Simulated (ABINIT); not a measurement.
Crystal: MgO.

```
CELL_PARAMETERS angstrom
0.00000 2.09700 2.09700
2.09700 0.00000 2.09700
2.09700 2.09700 0.00000
ATOMIC_POSITIONS crystal
Mg 0.00000 0.00000 0.00000
O 0.50000 0.50000 0.50000
```

The cell is a database's computed one.

```yaml
Program: ABINIT 10.8.3 (patched build)
Task: single point
Functional: PBE
Potentials_or_basis: JTH PAW PBE v2.0
Cutoff: 626 eV
k_mesh: 11 × 11 × 11
Occupations: fermi-dirac, width 0.05 eV
Spin: no spin polarisation
```

On this cell: pressure 7.1 GPa; largest force zero by symmetry; band gap on the k mesh 4.86 eV, direct.

The same run follows on a disturbed copy (atoms moved at random, drawn with an rms of 0.05 Å):

```xyz
2
Lattice="0.0000 2.0970 2.0970 2.0970 0.0000 2.0970 2.0970 2.0970 0.0000" Properties=species:S:1:pos:R:3 pbc="T T T"
Mg    0.0098   -0.0677    0.0085
O     2.1051    2.1162    2.0954
```

Problem. What does the disturbed cell give?

Solution. The energy moves by +11.4 meV/atom; pressure 7.8 GPa; largest force 0.534 eV/Å; band gap on the k mesh 4.85 eV, direct.

Forces on the atoms (eV/Å):
```
Mg  -0.009  0.530 -0.057
O    0.009 -0.530  0.057
```

Stress tensor (GPa, compression positive):
```
6.85 0.00 0.00
0.00 9.74 0.06
0.00 0.06 6.89
```

